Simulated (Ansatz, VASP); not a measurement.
# AlN: VASP beside Ansatz

```xyz
2
Lattice="-0.2148 1.9330 1.9330 1.9330 -0.2148 1.9330 1.9330 1.9330 -0.2148" Properties=species:S:1:pos:R:3 pbc="T T T"
Al    1.8256    1.8256    1.8256
N     0.0000    0.0000    0.0000
```

Alike in both runs: task single point; functional LDA; k mesh 10 × 10 × 10; occupations gaussian, width 0.05 eV; no spin polarisation.

|  | VASP | Ansatz |
| --- | --- | --- |
| version | VASP 6.6.1 | Ansatz 0.2.0 |
| potentials or method | VASP PAW LDA potentials, release 64 (Al, N) | scalar-relativistic, plane waves, PAW |
| plane-wave cutoff (eV) | 520 | 420 |
| valence electrons in the cell | 8 | 8 |

|  | VASP | Ansatz | Ansatz less VASP |
| --- | --- | --- | --- |
| gap on the k mesh at the Fermi level (eV) | 1.81 | 1.82 | +0.013 |
| least direct gap on the mesh (eV) | 3.60 | 3.58 | -0.013 |
| pressure (GPa) | -8.7 | -9.2 | -0.49 |
| largest component of the traceless stress (GPa) | 26.58 | 26.58 | +0.004 |

A k mesh can miss the band edges.
